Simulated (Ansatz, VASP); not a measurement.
# Sn: VASP beside Ansatz

Contents of INCAR:

```
SYSTEM = Sn
PREC = Accurate ; ENCUT = 520
EDIFF = 1E-6 ; ISMEAR = -1
SIGMA = 0.05 ; LREAL = .FALSE.
LASPH = .TRUE. ; NELM = 80
ALGO = Fast ; ISIF = 2
LWAVE = .FALSE. ; LCHARG = .FALSE.
GGA = PE ; NBANDS = 21
```

Contents of KPOINTS:

```
Automatic mesh
0
G
  7 7 7
  0 0 0
```

The input POSCAR:

```
Sn
1.0
    0.0000000000      3.2547562903      3.2547562903
    3.2547562903      0.0000000000      3.2547562903
    3.2547562903      3.2547562903      0.0000000000
Sn
2
Direct
    0.7500000000      0.7500000000      0.7500000000
    0.5000000000      0.5000000000      0.5000000000
```

File input.yaml:

```yaml
crystal:
  lattice:
    - [0.0, 3.2547562903, 3.2547562903]
    - [3.2547562903, 0.0, 3.2547562903]
    - [3.2547562903, 3.2547562903, 0.0]
  atoms:
    - { symbol: Sn, position: [0.75, 0.75, 0.75] }
    - { symbol: Sn, position: [0.5, 0.5, 0.5] }
kpoints:
  mp_grid: { grid: [7, 7, 7] }
scf:
  occupations: { method: fermi_dirac, width: 0.05 }
hamiltonian:
  xc: pbe
  pseudopotentials: { kind: all_electron, lapw: { basis_error: 0.0005 } }
output:
  forces: true
  stress: true
  eigenvalues: true
```

Change from the starting cell: volume scaled by 1.02.

Alike in both runs: task single point; functional PBE; k mesh 7 × 7 × 7; occupations fermi-dirac, width 0.05 eV; no spin polarisation.

|  | VASP | Ansatz |
| --- | --- | --- |
| version | VASP 6.6.1 | Ansatz 0.2.0 |
| potentials or method | VASP PAW PBE potentials, release 64 (Sn_d) | all-electron LAPW, scalar-relativistic |
| plane-wave cutoff (eV) | 520 | see its input |

VASP gave:

- gap on the k mesh at the Fermi level (eV): none
- pressure (GPa): 2.7

**Question.** What did Ansatz give for the same quantities?

**Answer.** gap on the k mesh at the Fermi level (eV): none; pressure (GPa): 2.8.

A gap of «none» marks a metal or a gap that the smearing closes. Ansatz ran all-electron here, so the differences hold the error of VASP's frozen core and of both bases.
